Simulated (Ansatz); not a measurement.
A relaxation computed with Ansatz, from input to last step.

```yaml
crystal:
  lattice:
    - [3.5554536718, 0.0, 0.0]
    - [-1.7777268359, 3.0791132018, 0.0]
    - [0.0, 0.0, 4.2800850166]
  atoms:
    - { symbol: Mg, position: [0.6666666667, 0.3333333333, 0.75] }
    - { symbol: Mg, position: [0.3333333333, 0.6666666667, 0.25] }
    - { symbol: O, position: [0.6666666667, 0.3333333333, 0.25] }
    - { symbol: O, position: [0.3333333333, 0.6666666667, 0.75] }
basis:
  ecutwfc: 420
kpoints:
  mp_grid: { grid: [9, 9, 6] }
hamiltonian:
  xc: pbe
scf:
  occupations: { method: gaussian, width: 0.02 }
output:
  forces: true
  stress: true
  eigenvalues: true
relax:
  adjacent_minimum: "off"
  f_tol: 0.01
  max_steps: 30
  cell: { stress_tol: 0.1, fix: [volume] }
```

```bash
ansatz run input.yaml --threads 1 --pin off --max-ram 2560MiB --backend cpu --events-out ev --progress --plain --runs-dir out
```

All numbers below come from DFT PBE, scalar-relativistic, plane waves, PAW (Ansatz 0.2.0).

The volume is held at 1.03 times that of the relaxed cell.

Of 3 frames 3 are shown, positions in Å and forces in eV/Å; the SCF threshold varies from step to step. Steps run on the plane waves of an earlier cell, with a Pulay correction in the pressure. The basis is chosen afresh for the last frame, the zero of the energies, and at times for earlier ones too; energy and pressure step there, also at an unchanged geometry.

```xyz
4
Lattice="3.5555 0.0000 0.0000 -1.7777 3.0791 0.0000 0.0000 0.0000 4.2801" Properties=species:S:1:pos:R:3:forces:R:3 pbc="T T T" step=1 free_energy_over_end_meV_per_atom=0.00 pressure_GPa=-3.45
Mg    1.7777    1.0264    3.2101    0.0000    0.0000    0.0000
Mg    0.0000    2.0527    1.0700    0.0000    0.0000    0.0000
O     1.7777    1.0264    1.0700    0.0000    0.0000    0.0000
O     0.0000    2.0527    3.2101    0.0000    0.0000    0.0000
4
Lattice="3.5557 0.0000 0.0000 -1.7779 3.0793 0.0000 0.0000 0.0000 4.2794" Properties=species:S:1:pos:R:3:forces:R:3 pbc="T T T" step=2 free_energy_over_end_meV_per_atom=0.00 pressure_GPa=-3.45
Mg    1.7779    1.0264    3.2096    0.0000    0.0000    0.0000
Mg    0.0000    2.0529    1.0699    0.0000    0.0000    0.0000
O     1.7779    1.0264    1.0699    0.0000    0.0000    0.0000
O     0.0000    2.0529    3.2096    0.0000    0.0000    0.0000
4
Lattice="3.5557 0.0000 0.0000 -1.7779 3.0793 0.0000 0.0000 0.0000 4.2794" Properties=species:S:1:pos:R:3:forces:R:3 pbc="T T T" step=3 free_energy_over_end_meV_per_atom=0.00 pressure_GPa=-3.45
Mg    1.7779    1.0264    3.2096    0.0000    0.0000    0.0000
Mg    0.0000    2.0529    1.0699    0.0000    0.0000    0.0000
O     1.7779    1.0264    1.0699    0.0000    0.0000    0.0000
O     0.0000    2.0529    3.2096    0.0000    0.0000    0.0000
```

The run took 9.3 s on 1 thread of Intel(R) Xeon(R) Platinum 8375C CPU @ 2.90GHz (Ice Lake), with other jobs on the host, peak memory 0.39 GiB.